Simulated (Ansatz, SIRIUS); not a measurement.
# Si: programs and potentials compared

```xyz
4
Lattice="3.8313 0.0000 0.0000 -1.9157 3.3180 0.0000 0.0000 0.0000 6.3326" Properties=species:S:1:pos:R:3 pbc="T T T"
Si    1.9157    1.1060    5.9336
Si    0.0000    2.2120    2.7673
Si    1.9157    1.1060    3.5653
Si    0.0000    2.2120    0.3990
```

This isn't the form of Si at room conditions, which is diamond.

Alike in all runs: task band structure; functional LDA; k mesh 8 × 8 × 4; occupations fermi-dirac, width 0.05 eV; no spin polarisation; no spin-orbit coupling. LDA stands for any of its common fits. Pressure is positive in compression and, in plane waves, holds the error of the finite cutoff, which Ansatz's Pulay term estimates and takes out. Gaps are the smaller of the mesh's and the band path's.

```tsv
program and potentials	plane-wave cutoff (eV)	notes	band gap (eV)	pressure (GPa)
Ansatz, Ansatz PAW	420	potentials made for PBE, which Ansatz adapts in part; Pulay term of +0.04 GPa included	0.31	-2.04
SIRIUS, all-electron FP-LAPW, apw+lo standard	-	-	0.32	-
Ansatz, all-electron LAPW, scalar-relativistic	-	-	0.32	-2.08
```

The band gap spans 0.31 (Ansatz, Ansatz PAW) to 0.32 eV (SIRIUS, all-electron FP-LAPW, apw+lo standard), with all-electron results at 0.32. The pressure spans -2.08 (Ansatz, all-electron LAPW, scalar-relativistic) to -2.04 GPa (Ansatz, Ansatz PAW), with all-electron results at -2.08.

Differences between rows come from potentials, basis sets and numerical settings, since the functional is the same but for its coding. Runs on potential files found faulty are left out.
